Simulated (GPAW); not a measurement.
BeS:

```
S Be
1.0
     0.00000    2.42500    2.42500
     2.42500    0.00000    2.42500
     2.42500    2.42500    0.00000
S Be
1 1
Cartesian
  3.6375 3.6375 3.6375
  0.0000 0.0000 0.0000
```

```yaml
Program: GPAW 26.7.0
Task: relaxation of cell and atoms
Functional: revPBE
Potentials_or_basis: the program's PAW data sets (release 1.2.1) made for this functional
Cutoff: 800 eV
Basis: pw
k_mesh: 9 × 9 × 9
Occupations: fermi-dirac, width 0.05 eV
Spin: no spin polarisation
```

At the start: pressure 4.2 GPa; volume 14.26 Å³/atom.

Problem. Where does the relaxation end?

Solution. Over 3 steps the energy falls by 8.1 meV/atom and the volume is 14.87 Å³/atom (+4.3 %); space group F-43m (No. 216, to 0.05 Å).

Step by step:
| step | energy change (eV) | largest force (eV/Å) | pressure (GPa) | volume (Å³) |
| --- | --- | --- | --- | --- |
| 1 | 0.0000 | 0.0000 | 4.17 | 28.52 |
| 2 | -0.0054 | 0.0000 | 3.35 | 28.75 |
| 3 | -0.0161 | 0.0000 | 0.12 | 29.74 |

Final structure:
```yaml
crystal:
  lattice:
    - [0.00000, 2.45911, 2.45911]
    - [2.45911, 0.00000, 2.45911]
    - [2.45911, 2.45911, 0.00000]
  atoms:
    - { symbol: S, position: [0.75000, 0.75000, 0.75000] }
    - { symbol: Be, position: [0.00000, 0.00000, 0.00000] }
```

Caveat: later steps reuse the first step's grids.
